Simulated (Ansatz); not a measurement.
**(001) slab of rocksalt NaI, 9.6 Å thick as cut, bare faces**

Ansatz, PAW, plane waves, no spin–orbit coupling unless named; atoms relaxed with PBEsol, the curve by HSE06. The curve holds the local part of the PAW potentials, so its shape inside matter depends on the files.

```
CELL_PARAMETERS angstrom
3.20000 3.20000 0.00000
-3.20000 3.20000 0.00000
0.00000 0.00000 22.60000
ATOMIC_POSITIONS crystal
I 0.49953 0.49997 0.28437
I 0.49982 0.50062 0.56958
I 0.99880 0.00036 0.43136
I 0.99997 0.00104 0.71638
Na 0.00026 0.99937 0.29278
Na 0.00018 0.00059 0.57458
Na 0.49905 0.49999 0.42617
Na 0.50028 0.50148 0.70809
```

Planar mean of the electrostatic potential energy along the normal, from the vacuum level:

| z (Å) | v (eV) |
| --- | --- |
| 0.00 | 0.00 |
| 0.28 | 0.00 |
| 0.71 | 0.00 |
| 0.99 | 0.00 |
| 1.41 | 0.00 |
| 1.70 | 0.00 |
| 1.98 | 0.00 |
| 2.40 | 0.00 |
| 2.68 | 0.00 |
| 3.11 | 0.00 |
| 3.39 | -0.01 |
| 3.67 | -0.02 |
| 4.10 | -0.06 |
| 4.38 | -0.13 |
| 4.80 | -0.44 |
| 5.09 | -0.98 |
| 5.51 | -3.22 |
| 5.79 | -5.36 |
| 6.07 | -6.83 |
| 6.50 | -9.17 |
| 6.78 | -9.31 |
| 7.20 | -5.51 |
| 7.49 | -2.81 |
| 7.77 | -1.45 |
| 8.19 | -1.03 |
| 8.48 | -1.59 |
| 8.90 | -4.47 |
| 9.18 | -7.28 |
| 9.46 | -9.22 |
| 9.89 | -8.53 |
| 10.17 | -6.84 |
| 10.59 | -3.85 |
| 10.88 | -1.80 |
| 11.30 | -0.83 |
| 11.58 | -1.18 |
| 11.87 | -2.55 |
| 12.29 | -5.84 |
| 12.57 | -7.61 |
| 13.00 | -9.41 |
| 13.28 | -8.58 |
| 13.56 | -6.06 |
| 13.98 | -2.32 |
| 14.27 | -1.25 |
| 14.69 | -1.10 |
| 14.97 | -1.88 |
| 15.26 | -3.84 |
| 15.68 | -8.28 |
| 15.96 | -9.52 |
| 16.39 | -7.73 |
| 16.67 | -6.22 |
| 16.95 | -4.49 |
| 17.37 | -1.52 |
| 17.66 | -0.68 |
| 18.08 | -0.20 |
| 18.36 | -0.09 |
| 18.65 | -0.04 |
| 19.07 | -0.01 |
| 19.35 | 0.00 |
| 19.78 | 0.00 |
| 20.06 | 0.00 |
| 20.48 | 0.00 |
| 20.76 | 0.00 |
| 21.05 | 0.00 |
| 21.47 | 0.00 |
| 21.75 | 0.00 |
| 22.18 | 0.00 |
| 22.46 | 0.00 |

Question: How far below the vacuum level do the top filled and the lowest empty level lie, by each functional?

Answer: PBEsol: 5.96 and 2.23 eV (gap 3.73 eV, a 6×6×1 mesh); HSE06: 6.60 and 1.79 eV (gap 4.81 eV, a 4×4×1 mesh); r²SCAN: 6.23 and 1.63 eV (gap 4.59 eV, a 4×4×1 mesh). Either level can be a surface state and not a band edge of the crystal.
